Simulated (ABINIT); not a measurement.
ZrC:

```
Zr C
1.0
     0.00000    2.36500    2.36500
     2.36500    0.00000    2.36500
     2.36500    2.36500    0.00000
Zr C
1 1
Direct
  0.50000 0.50000 0.50000
  0.00000 0.00000 0.00000
```

* Program: ABINIT 10.8.3 (patched build)
* Task: relaxation of cell and atoms
* Functional: LDA
* Potentials or basis: PseudoDojo NC SR LDA v0.4.1 standard
* Cutoff: 1116 eV
* k mesh: 8 × 8 × 8
* Occupations: fermi-dirac, width 0.05 eV
* Spin: no spin polarisation

At the start: pressure -12.2 GPa; volume 13.23 Å³/atom.

Q: How do energy, volume and symmetry change on relaxing?

A: Over 5 steps the energy falls by 28.5 meV/atom and the volume is 12.52 Å³/atom (-5.4 %); space group Fm-3m (No. 225, to 0.05 Å).

Step by step:
| step | energy change (eV) | largest force (eV/Å) | pressure (GPa) | volume (Å³) |
| --- | --- | --- | --- | --- |
| 1 | 0.0000 | 0.0000 | -12.21 | 26.46 |
| 2 | -0.0509 | 0.0000 | -4.23 | 25.48 |
| 3 | -0.0569 | 0.0000 | 0.30 | 25.00 |
| 4 | -0.0569 | 0.0000 | -0.01 | 25.03 |
| 5 | -0.0569 | 0.0000 | 0.00 | 25.03 |

Final structure:
```
Zr C
1.0
     0.00000    2.32174    2.32174
     2.32174    0.00000    2.32174
     2.32174    2.32174    0.00000
Zr C
1 1
Direct
  0.50000 0.50000 0.50000
  0.00000 0.00000 0.00000
```
